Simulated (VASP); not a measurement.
Write the native input for VASP 6.6.1 that does the following.

* Task: vibrations by finite differences
* Functional: PBEsol
* Dispersion: D4
* Potentials or basis: VASP PAW PBE potentials, release 64 (P)
* Cutoff: 520 eV
* k mesh: 12 × 12 × 12
* Occupations: gaussian, width 0.02 eV
* Spin: no spin polarisation
* Further INCAR settings: ALGO = Normal; EDIFF = 1e-08; NBANDS = 12; IBRION = 6; POTIM = 0.015; NSW = 1

The structure of P lies in POSCAR:

```
P                                       
1.0
    1.6796598792      0.9697520863      2.7362417719
   -1.6796598792      0.9697520863      2.7362417719
    0.0000000000     -1.9395041613      2.7362417714
  P             
     2
Direct
     0.2431784991229085    0.2431784991229085    0.2431784991242372
     0.7568215008770915    0.7568215008770915    0.7568215008757628
```

This isn't the form of P at room conditions, which is orthorhombic.

The input as run:

INCAR

```
SYSTEM = P
ALGO = Normal ; EDIFF = 1E-8
ENCUT = 520 ; GGA = PS
IBRION = 6 ; ISIF = 2
ISMEAR = 0 ; IVDW = 13
LASPH = .TRUE. ; LCHARG = .FALSE.
LREAL = .FALSE. ; LWAVE = .FALSE.
NBANDS = 12 ; NELM = 80
NFREE = 2 ; NSW = 1
POTIM = 0.015 ; PREC = Accurate
SIGMA = 0.02
```

KPOINTS

```
k-points
0
G
  12 12 12
  0 0 0
```

Potentials or basis: VASP PAW PBE potentials, release 64 (P).

The run is started by

```console
$ cat potpaw_PBE.64/P/POTCAR > POTCAR
$ mpirun -np 1 vasp_std > vasp.out
```

Results of the run:

| Property | Result |
| --- | --- |
| Highest phonon frequency at Γ | 242 cm⁻¹ |
| Dispersion energy per atom | -0.307 eV |

Wall time 6.1 min on 1 thread of Intel(R) Xeon(R) Platinum 8259CL CPU @ 2.50GHz (Skylake/Cascade Lake) (shared host), peak memory 0.46 GiB.
